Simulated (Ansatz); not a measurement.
# KI: the cost of one run

Method: DFT PBEsol, scalar-relativistic, plane waves, PAW, in Ansatz 0.2.0.

## Step 1: The starting structure

It takes space group Pnma (No. 62, orthorhombic). Conventional cell: a = 6.420 Å, b = 5.290 Å, c = 9.300 Å, α = 90.00°, β = 90.00°, γ = 90.00°. K (site symmetry m) is surrounded by 3 I at 2.95 to 3.39 Å and 2 K at 3.36 Å. I (site symmetry m) is surrounded by 3 K at 2.95 to 3.39 Å.

As a file:

```cif
data_structure
_symmetry_space_group_name_H-M 'P 1'
_symmetry_Int_Tables_number 1
_cell_length_a 8.3187
_cell_length_b 8.3187
_cell_length_c 9.3000
_cell_angle_alpha 90.000
_cell_angle_beta 90.000
_cell_angle_gamma 101.024
_cell_volume 631.69
loop_
_atom_site_label
_atom_site_type_symbol
_atom_site_fract_x
_atom_site_fract_y
_atom_site_fract_z
_atom_site_occupancy
K1 K 0.39250 0.35750 0.80300 1
K2 K 0.89250 0.85750 0.80300 1
K3 K 0.64250 0.10750 0.69700 1
K4 K 0.14250 0.60750 0.69700 1
K5 K 0.35750 0.89250 0.30300 1
K6 K 0.85750 0.39250 0.30300 1
K7 K 0.60750 0.64250 0.19700 1
K8 K 0.10750 0.14250 0.19700 1
I1 I 0.50000 0.25000 0.08300 1
I2 I 0.00000 0.75000 0.08300 1
I3 I 0.75000 0.00000 0.41700 1
I4 I 0.25000 0.50000 0.41700 1
I5 I 0.25000 0.00000 0.58300 1
I6 I 0.75000 0.50000 0.58300 1
I7 I 0.50000 0.75000 0.91700 1
I8 I 0.00000 0.25000 0.91700 1
```

No relaxation comes first: the listed cell is the starting point.

## Step 2: Reference: the perfect supercell

input.yaml

```yaml
crystal:
  lattice:
    - [6.42, -5.29, 0.0]
    - [-6.42, -5.29, 0.0]
    - [0.0, 0.0, -9.3]
  atoms:
    - { symbol: K, position: [0.3925, 0.3575, 0.803] }
    - { symbol: K, position: [0.8925, 0.8575, 0.803] }
    - { symbol: K, position: [0.6425, 0.1075, 0.697] }
    - { symbol: K, position: [0.1425, 0.6075, 0.697] }
    - { symbol: K, position: [0.3575, 0.8925, 0.303] }
    - { symbol: K, position: [0.8575, 0.3925, 0.303] }
    - { symbol: K, position: [0.6075, 0.6425, 0.197] }
    - { symbol: K, position: [0.1075, 0.1425, 0.197] }
    - { symbol: I, position: [0.5, 0.25, 0.083] }
    - { symbol: I, position: [0.0, 0.75, 0.083] }
    - { symbol: I, position: [0.75, 0.0, 0.417] }
    - { symbol: I, position: [0.25, 0.5, 0.417] }
    - { symbol: I, position: [0.25, 0.0, 0.583] }
    - { symbol: I, position: [0.75, 0.5, 0.583] }
    - { symbol: I, position: [0.5, 0.75, 0.917] }
    - { symbol: I, position: [0.0, 0.25, 0.917] }
  symmetry: { detect: false }
basis:
  ecutwfc: 420
kpoints:
  mp_grid: { grid: [1, 1, 1], shift: [0.0, 0.0, 0.0] }
hamiltonian:
  xc: pbesol
scf:
  occupations: { method: gaussian, width: 0.1 }
output:
  forces: true
  stress: true
  eigenvalues: true
```

Run with:

```
> ansatz run input.yaml --threads 4 --pin off --max-ram 5120MiB --backend cpu --events-out ev --progress --plain --runs-dir out
```

Q: Estimate wall time and peak memory on 4 threads of Arm Neoverse V1, shared host.

About 2.2 s, with a peak of 0.59 GiB.
